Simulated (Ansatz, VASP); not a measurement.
**K: VASP beside Ansatz**

```
K
1.0
    -2.32519    2.32519    6.95155
     2.32519   -2.32519    6.95155
     2.32519    2.32519   -6.95155
K
2
Cartesian
  2.6344 1.6346 10.0172
  0.3092 1.6346 13.4929
```

Alike in both runs: functional LDA; k mesh 2 × 2 × 2; occupations fermi-dirac, width 0.039 eV; no spin polarisation.

Ansatz relaxed the structure, and its values are those at the end. VASP's run is a single point on that final structure, the one shown.

|  | VASP | Ansatz |
| --- | --- | --- |
| version | VASP 6.6.1 | Ansatz 0.2.0 |
| potentials or method | VASP PAW LDA potentials, release 64 (K_sv) | scalar-relativistic, plane waves, PAW |
| plane-wave cutoff (eV) | 520 | 463 |
| valence electrons in the cell | 18 | 18 |

|  | VASP | Ansatz | Ansatz less VASP |
| --- | --- | --- | --- |
| gap on the k mesh at the Fermi level (eV) | none | none | - |
| pressure (GPa) | 0.0 | 0.0 | +0.01 |

A gap of «none» marks a metal or a gap that the smearing closes.

Caveats: the k mesh is coarse (spacing up to 0.96 Å⁻¹), so the values aren't converged.
